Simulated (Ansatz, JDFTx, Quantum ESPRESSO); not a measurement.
# FeO: 3 runs at one level of theory

```xyz
2
Lattice="0.0000 2.1554 2.1554 2.1554 0.0000 2.1554 2.1554 2.1554 0.0000" Properties=species:S:1:pos:R:3 pbc="T T T"
Fe    0.0000    0.0000    0.0000
O     2.1554    2.1554    2.1554
```

Alike in all runs: task single point; functional PBEsol; k mesh 11 × 11 × 11; occupations fermi-dirac, width 0.05 eV; collinear spin, ferromagnetic start; no spin-orbit coupling. The measured crystal is an antiferromagnetic insulator; the state found here is the runs' own. Pressure is positive in compression and, in plane waves, holds the error of the finite cutoff.

```csv
program and potentials,plane-wave cutoff (eV),notes,pressure (GPa),net moment per atom (μB)
"Quantum ESPRESSO, GBRV 1.5 PBEsol",762,-,-8.44,2.00
"Ansatz, all-electron LAPW, scalar-relativistic",-,-,?,?
"JDFTx, PseudoDojo-SR-PBEsol-0.4.1-standard",1225,-,-9.15,2.00
```

Task: Estimate from the other rows what the run with Ansatz, all-electron LAPW, scalar-relativistic gave.

Result: Pressure -8.58 GPa; net moment per atom 2.00 μB. The other rows, which needn't bracket it: pressure -9.15 to -8.44; net moment per atom 2.00.
